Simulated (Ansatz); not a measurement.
Input for Ansatz (plane-wave DFT, PAW):

```yaml
crystal:
  lattice:
    - [0.0, 3.5065327232, 3.5065327232]
    - [3.5065327232, 0.0, 3.5065327232]
    - [3.5065327232, 3.5065327232, 0.0]
  atoms:
    - { symbol: Rb, position: [0.0, 0.0, 0.0] }
basis:
  ecutwfc: 420
kpoints:
  mp_grid: { grid: [10, 10, 10] }
hamiltonian:
  xc: pbe
  dispersion: d3bj
scf:
  occupations: { method: gaussian, width: 0.1 }
output:
  forces: true
  stress: true
  eigenvalues: true
  write_density: true
  write_potential: true
  elf: true
  volumetric_format: npy
relax:
  adjacent_minimum: "off"
  f_tol: 0.005
  max_steps: 80
  cell: { stress_tol: 0.05 }
```

Command:
```bash
ansatz run input.yaml --threads 1 --pin off --max-ram 2560MiB --backend cpu --events-out ev --progress --plain --runs-dir out
```

Method: DFT PBE+D3(BJ), scalar-relativistic, plane waves, PAW in Ansatz.

Part of what the program printed, abridged (iterations and final results):

```
SCF iter   1: F=—  HF=-3267.455640 eV  |F-HF|=—  |Δ(HF+E_count)|=         —  Δρ=1.72e-4  dr2=2.64e-5  ethr=1.77e-3  ⟨swp⟩=7.0  Hψ=3533  notcnv=0
SCF iter   2: F=—  HF=-3267.456257 eV  |F-HF|=—  |Δ(HF+E_count)|=   6.17e-4  Δρ=1.41e-4  dr2=2.77e-5  ethr=2.93e-7  ⟨swp⟩=3.2  Hψ=1197  notcnv=0
SCF iter   3: F=—  HF=-3267.456267 eV  |F-HF|=—  |Δ(HF+E_count)|=   9.76e-6  Δρ=7.59e-5  dr2=1.13e-5  ethr=2.93e-7  ⟨swp⟩=1.6  Hψ=438  notcnv=0
SCF iter   4: F=—  HF=-3267.456272 eV  |F-HF|=—  |Δ(HF+E_count)|=   4.99e-6  Δρ=2.65e-5  dr2=1.57e-6  ethr=1.26e-7  ⟨swp⟩=1.6  Hψ=439  notcnv=0
SCF iter   5: F=—  HF=-3267.456272 eV  |F-HF|=—  |Δ(HF+E_count)|=   3.41e-7  Δρ=1.68e-5  dr2=2.56e-7  ethr=1.74e-8  ⟨swp⟩=1.6  Hψ=438  notcnv=0
SCF iter   6: F=-3267.456272 eV  HF=-3267.456272 eV  |F-HF|=8.49e-9  |Δ(HF+E_count)|=   7.35e-8  Δρ=6.90e-6  dr2=4.35e-8  ethr=1.11e-9  ⟨swp⟩=10.2  Hψ=2859  notcnv=0
SCF 1 converged in 6 iterations: F = -3267.456272 eV  dr2 = 4.35e-8
relax step   1: F+E_penalty+E_count = -3267.45627212 eV  Δ(F+E_penalty+E_count) = +0.000e0 eV  max|allowed force component| = 0.000e0 eV/Å  Δτ_max = 0.0000 Å  P = -0.009 GPa  Ω = 86.231 Å³  (6 SCF iters, dr2 threshold 1.00e-7 eV, accepted)
Initial density: handed on by an earlier stage of this run
Initial wavefunctions: pseudopotential atomic-orbital guess (no wavefunctions were taken with the density)
SCF iter   1: F=—  HF=-3267.456275 eV  |F-HF|=—  |Δ(HF+E_count)|=         —  Δρ=7.10e-6  dr2=4.50e-8  ethr=2.18e-7  ⟨swp⟩=3.5  Hψ=4976  notcnv=0
SCF iter   2: F=—  HF=-3267.456272 eV  |F-HF|=—  |Δ(HF+E_count)|=   2.53e-6  Δρ=4.02e-6  dr2=2.27e-8  ethr=5.00e-10  ⟨swp⟩=2.4  Hψ=639  notcnv=0
SCF iter   3: F=—  HF=-3267.456272 eV  |F-HF|=—  |Δ(HF+E_count)|=  9.09e-10  Δρ=9.94e-7  dr2=2.25e-9  ethr=2.52e-10  ⟨swp⟩=1.7  Hψ=525  notcnv=0
SCF iter   4: F=—  HF=-3267.456272 eV  |F-HF|=—  |Δ(HF+E_count)|=  5.16e-10  Δρ=4.07e-7  dr2=1.04e-10  ethr=2.50e-11  ⟨swp⟩=2.6  Hψ=588  notcnv=0
SCF iter   5: F=—  HF=-3267.456272 eV  |F-HF|=—  |Δ(HF+E_count)|=  1.55e-11  Δρ=9.95e-8  dr2=1.26e-11  ethr=1.16e-12  ⟨swp⟩=1.6  Hψ=459  notcnv=0
SCF iter   6: F=-3267.456272 eV  HF=-3267.456272 eV  |F-HF|=3.18e-12  |Δ(HF+E_count)|=  5.00e-12  Δρ=3.64e-8  dr2=7.93e-13  ethr=1.00e-12  ⟨swp⟩=5.6  Hψ=1498  notcnv=0
SCF 2 converged in 6 iterations: F = -3267.456272 eV  dr2 = 7.93e-13
SCF converged after 6 iterations
Free energy (F): -3267.456272 eV
Harris-Foulkes:  -3267.456272 eV  (|F-HF|=3.18e-12)
Internal energy: -3267.451227 eV  (E = F + TS)
E sigma→0 (E₀):  -3267.453750 eV
Entropy (-TS):   -0.005045 eV (-5.045 meV/atom)
Fermi energy:    2.144467 eV
--- Per-component energies (eV) ---
  E_band       = -116.648662
  E_kinetic    = 190.869170
  E_local      = -697.545805  (includes V_loc(G=0)·N_el)
  E_nonlocal   = 173.642283
  E_hartree    = 194.314297
  E_xc         = -129.331331
  E_vxc        = -135.259774  (∫ρ·V_xc dr)
  E_paw        = -2618.029521  (= ΣΔE_a)
  E_vpaw       = -36.983121  (= ΣTr[D̂ρ^β])
  E_aug_tail   = -0.000001  (compensation charges beyond the density's cutoff)
  E_ewald      = -381.263479
  E_disp       = -0.106840  (pairwise vdW)
  E_smearing   = -0.005045  (= −TS)
--- Forces (eV/Å), atoms counted from 1 ---
  atom   1  Rb     0.00000000     0.00000000     0.00000000
--- Stress (GPa, compression-positive) ---
       -0.008972       0.000000       0.000000
        0.000000      -0.008972       0.000000
        0.000000       0.000000      -0.008972
  P = ⅓ Tr σ = -0.0090 GPa (-0.090 kbar)
--- Band table (eV; the first three rows and the last of 47) ---
  k-point 0: bands = ["-26.6958", "-10.7339", "-10.7339", "-10.7339", "0.1291", "5.8126", "5.8126", "5.8126", "7.1994"]
  k-point 1: bands = ["-26.6953", "-10.7450", "-10.7353", "-10.7353", "0.2463", "5.4980", "5.8626", "5.8626", "7.0656"]
  k-point 2: bands = ["-26.6941", "-10.7739", "-10.7392", "-10.7392", "0.5865", "4.8572", "5.9163", "5.9163", "6.9460"]
  k-point 46: bands = ["-26.6892", "-10.8183", "-10.7980", "-10.7762", "3.2448", "3.7139", "3.8066", "4.9369", "7.5402"]
--- Relaxed structure (1 steps of the walk, 1 accepted, 1 SCFs on fresh bases) ---
  F+E_penalty+E_count = -3267.45627212 eV   max|allowed force component| = 0.000e0 eV/Å   (the final SCF, on the basis selected at the relaxed cell)
  cell:  # Å, volume = 86.2311 Å³
    - [0.0, 3.5065327232, 3.5065327232]
    - [3.5065327232, 0.0, 3.5065327232]
    - [3.5065327232, 3.5065327232, 0.0]
  atoms:
    - { symbol: Rb, position: [0.0, 0.0, 0.0] }
```

The relaxation met its thresholds.

Time: 5.5 s on 1 thread of Arm Neoverse V2, on a shared host, peak memory 0.33 GiB.